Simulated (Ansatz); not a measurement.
Crystal: F.

```
CELL_PARAMETERS angstrom
2.55632 -1.58403 0.00000
2.55632 1.58403 0.00000
-0.56211 0.00000 6.59771
ATOMIC_POSITIONS crystal
F 0.91534 0.59583 0.09796
F 0.40417 0.08466 0.40204
F 0.08466 0.40417 0.90204
F 0.59583 0.91534 0.59796
```

```yaml
Program: Ansatz 0.2.0
Task: single point
Functional: PBE
Potentials_or_basis: Ansatz PAW
Cutoff: "420 eV (not typed: the program's choice for these potentials)"
k_mesh: 10 × 10 × 4
Occupations: fermi-dirac, width 0.05 eV
Spin: no spin polarisation
```

On this cell: pressure 2.9 GPa; largest force 0.141 eV/Å; band gap on the k mesh 2.74 eV, direct.

The same run follows on a disturbed copy (atoms moved at random, drawn with an rms of 0.05 Å):

```xyz
4
Lattice="2.5563 -1.5840 0.0000 2.5563 1.5840 0.0000 -0.5621 0.0000 6.5977" Properties=species:S:1:pos:R:3 pbc="T T T"
F     3.8449   -0.5285    0.6785
F     1.0286   -0.4782    2.6940
F     0.7530    0.4642    5.9689
F     3.5022    0.4860    3.9019
```

Q: What changes?

A: The energy moves by +17.8 meV/atom; pressure 4.9 GPa; largest force 2.323 eV/Å; band gap on the k mesh 2.74 eV, direct.

Forces on the atoms (eV/Å):
```
F    0.005 -0.188 -0.494
F    0.128  0.968 -2.070
F   -0.006  0.204  0.462
F   -0.127 -0.983  2.101
```

Stress tensor (GPa, compression positive):
```
 2.55  0.30 -0.39
 0.30  4.37 -4.73
-0.39 -4.73  7.83
```

A k mesh can miss the band edges.
